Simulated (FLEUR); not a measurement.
Runs of FLEUR MaX-R8.1 (later development tree) on C. It takes space group P6_3/mmc (No. 194, hexagonal). The conventional cell has a = 2.522 Å, b = 2.522 Å, c = 8.237 Å, α = 90.00°, β = 90.00°, γ = 120.00°. C (site symmetry 3m) is surrounded by 4 C at 1.54 Å. C (site symmetry 3m) has 4 C at 1.54 Å as nearest neighbours. This is a hexagonal form of diamond, not graphite.

| task | level | gmax | muffin-tin radii | max iterations | mixing factor | mixer | kmax | gap on the mesh (eV) | V0 of scaled cells (Å³/atom) | B0 (GPa) |
| --- | --- | --- | --- | --- | --- | --- | --- | --- | --- | --- |
| band structure | PW91 | 16.5 1/bohr | C 1.35 bohr | 60 | 0.05 | Anderson | 5.33 1/bohr | 4.46 | - | - |
| equation of state | LDA | 17 1/bohr | C 1.31 bohr | - | - | - | 5.5 1/bohr | - | 5.51 | 468 |
| band structure | LDA | 16.5 1/bohr | C 1.35 bohr | 60 | 0.05 | Anderson | 5.33 1/bohr | (a) | - | - |
| band structure | LDA (Wigner correlation) | 16.5 1/bohr | C 1.35 bohr | 60 | 0.05 | Anderson | 5.33 1/bohr | 4.30 | - | - |
| equation of state | PW91 | 17 1/bohr | C 1.31 bohr | - | - | - | 5.5 1/bohr | - | (b) | 434 |

Alike in all rows: potentials or basis all-electron, FLAPW; no spin polarisation; cell as given; k mesh 12 × 12 × 4; smearing fermi-dirac 0.05 eV.

Estimate the missing entries.

(a) 4.38; (b) 5.70.

Caveats: the cell was scaled at fixed shape and fractional positions, which overstates the stiffness of a crystal with free parameters, most of all of layers and chains (some runs).

